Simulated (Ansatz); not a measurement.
Consider the ligand exchange at the Al–N bond: `N/C(O)=[N]\[AlH2]` + `[SH][SnH3]` → `[AlH2][S][SnH3]` + `N=C(N)O`.

Calculated with Ansatz (gas phase, PBE0-D4/def2-TZVP geometries, no zero-point term in ΔE). CCSD(T)/CBS adds triple-zeta CCSD(T) − MP2 to the extrapolated MP2 energy (def2 sets, frozen cores). DFT in def2-TZVPP. def2 core potentials past Kr. For Sn outer-core shells are correlated without core-valence functions, which leaves a few kJ/mol of doubt a bond. One conformer a species, not always the lowest.

| level | ΔE (kJ/mol) |
| --- | --- |
| PBE-D4 | -18.5 |
| B2PLYP | -11.5 |
| PBE | -17.0 |
| PBE0 | -19.6 |
| HF/def2-TZVPP | -13.3 |
| SCS-MP2/def2-TZVPP | -16.3 |
| HF/def2-QZVPP | -12.7 |
| SCS-MP2/def2-QZVPP | -18.4 |

(1) What does CCSD(T)/CBS give? (Best estimate.)

Largest T1 diagnostic among the species: 0.014.

## Answers

(1) The calculation gave: -22.8 kJ/mol. The listed levels differ from it by 4.3, 11.3, 5.8, 3.2, 9.5, 6.5, 10.1, 4.4 kJ/mol.

In def2-TZVPP, CCSD(T) changes the Hartree–Fock value by −5.8 kJ/mol (the triples alone add −1.5 kJ/mol) and MP2 by −5.2 kJ/mol.

CCSD(T)/CBS has its own doubt, a few kJ/mol and more with outer-core shells, so smaller differences from it don't rank the levels.
